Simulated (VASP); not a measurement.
A run of VASP 6.6.1:

Contents of POSCAR:

```
Rb
1.0
    0.0000000000      3.6877837166      3.6877837166
    3.6877837166      0.0000000000      3.6877837166
    3.6877837166      3.6877837166      0.0000000000
Rb
1
Direct
    0.0000000000      0.0000000000      0.0000000000
```

INCAR.step1

```
SYSTEM = Rb
  ALGO = Normal
  EDIFF = 1E-4
  ENCUT = 520
  GGA = PE
  ISMEAR = 0
  LASPH = .True.
  LCHARG = .False.
  LREAL = .False.
  LWAVE = .True.
  NBANDS = 10
  NELM = 100
  PREC = Accurate
  SIGMA = 0.15
```

File INCAR.step2:

```
SYSTEM = Rb
  ALGO = Normal
  EDIFF = 1E-6
  ENCUT = 520
  ISIF = 2
  ISMEAR = 0
  ISTART = 1
  LASPH = .True.
  LCHARG = .False.
  LMIXTAU = .True.
  LREAL = .False.
  LWAVE = .False.
  METAGGA = R2SCAN
  NBANDS = 10
  NELM = 100
  PREC = Accurate
  SIGMA = 0.15
```

The input KPOINTS:

```
k-points
0
Gamma
  6 6 6
  0 0 0
```

Potentials or basis: VASP PAW PBE potentials, release 64 (Rb_sv).

The run is started by

```sh
$ cat potpaw_PBE.64/Rb_sv/POTCAR > POTCAR
$ cp INCAR.step1 INCAR
$ mpirun -np 1 vasp_std > vasp.out
$ cp INCAR.step2 INCAR
$ mpirun -np 1 vasp_std > vasp.out
```

Hardware: 1 thread of Intel(R) Xeon(R) Platinum 8259CL CPU @ 2.50GHz (Skylake/Cascade Lake) (shared host).

Question: How long does it take, and how much memory?

Answer: Run time: 75 s on 1 thread of Intel(R) Xeon(R) Platinum 8259CL CPU @ 2.50GHz (Skylake/Cascade Lake) (shared host), peak memory 0.25 GiB. Counts: scf iterations 12, k points 16.
